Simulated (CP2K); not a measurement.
## SnSe under changes of volume

One of the cells (27.271 Å³/atom); the others are scaled copies at fixed shape and fractional positions:

```xyz
2
Lattice="4.2568 0.0000 0.0000 2.1284 3.6865 0.0000 2.1284 1.2288 3.4756" Properties=species:S:1:pos:R:3 pbc="T T T"
Sn    0.0000    0.0000    0.0000
Se    4.2568    2.4577    1.7378
```

Measurements of this composition are mostly on another form, of space group No. 62.

```yaml
Program: CP2K 2026.2
Functional: PBEsol
Potentials_or_basis: POTENTIAL_UZH Sn GTH-PBE-q4, Se GTH-PBE-q6; TZVP-MOLOPT-PBE-GTH basis
Density_cutoff: 6123 eV
k_mesh: 8 × 8 × 8
Occupations: fermi-dirac, width 0.05 eV
Spin: no spin polarisation
```

| volume (Å³/atom) | energy over the lowest point (meV/atom) | pressure (GPa) | gap on the mesh (eV) |
| --- | --- | --- | --- |
| 25.635 | 20.13 | 4.0 | 0.78 |
| 26.180 | ? | ? | ? |
| 26.725 | 2.47 | 1.3 | 0.75 |
| 27.271 | 0.00 | 0.2 | 0.70 |
| 27.816 | 1.20 | -0.9 | 0.61 |
| 28.362 | 5.75 | -1.8 | 0.53 |
| 28.907 | 13.28 | -2.6 | 0.46 |

Problem. What does the run at 26.180 Å³/atom give?

Solution. Energy over the lowest point 9.00 meV/atom; pressure 2.6 GPa; gap on the mesh 0.78 eV.

Worked out: A Birch-Murnaghan fit of order 3 (a polynomial in V^(-2/3)) to the other rows has its minimum at 27.36 Å³/atom with B0 = V·E''(V) = 53 GPa and B' = 4.2. It gives 9.03 meV/atom at 26.180 Å³/atom, against the run's 9.00, and -dE/dV = 2.6 GPa, against 2.6. A parabola through the other rows of the gap, of slope -1.11 eV per unit of ln V there, gives 0.77 eV, against the run's 0.78.

Energies are extrapolated to zero smearing.

Caveats: the potentials were made for another functional, which shifts forces and pressure; spin-orbit coupling is left out, which moves the levels of the heavy elements; the basis of atomic orbitals isn't converged, which shifts pressures, moduli and gaps.

A mesh can miss the band edges.
